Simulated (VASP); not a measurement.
Ta3N: single point with PBE

Crystal: Ta3N.

```
Ta N
1.0
     3.03222    0.00000    0.00000
    -1.51611    2.62598    0.00000
     0.00000    0.00000    7.52414
Ta N
3 1
Direct
  0.66667 0.33333 0.82607
  0.33333 0.66667 0.17393
  0.00000 0.00000 0.50000
  0.00000 0.00000 0.00000
```

The cell comes from a database or a generator and needn't be the stable form of this composition.

```
Program                : VASP 6.6.1
Task                   : single point
Functional             : PBE
Potentials or basis    : VASP PAW PBE potentials, release 64 (Ta_sv_GW, N_GW)
Cutoff                 : 450 eV
k mesh                 : 4 × 4 × 2
Occupations            : gaussian, width 0.02 eV
Spin                   : no spin polarisation
Further INCAR settings : ALGO = Normal; EDIFF = 1e-06; NBANDS = 30
```

| Quantity | Value |
| --- | --- |
| Largest force | 0.537 eV/Å |
| Band gap on the k mesh | none (metal or under the smearing width) |

Forces on the atoms (eV/Å):
```
Ta   0.000  0.000  0.537
Ta   0.000  0.000 -0.537
Ta   0.000  0.000  0.000
N    0.000  0.000  0.000
```

Levels at points of the mesh, in eV from the Fermi level:
```tsv
k point	band 19	band 20	band 21	band 22	band 23	band 24	band 25	band 26
(0.00, 0.00, 0.00)	-1.36	-0.41	-0.41	-0.25	0.38	0.38	0.94	1.89
(0.50, 0.00, 0.00)	-3.05	-1.12	-0.42	0.20	0.75	0.92	3.51	4.05
(0.00, 0.00, 0.50)	-1.18	-1.10	-0.20	-0.20	0.66	0.66	1.23	1.34
(0.50, 0.00, 0.50)	-2.83	-1.28	-1.19	0.20	1.00	1.31	2.44	4.41
```

Run time: 15 s on 1 thread of Intel(R) Xeon(R) 6975P-C (Granite Rapids) (shared host), peak memory 0.17 GiB.

Caveat: the k mesh is coarse (spacing up to 0.60 Å⁻¹), so the values aren't converged. Spin-orbit coupling is left out, which matters for the levels of Ta.
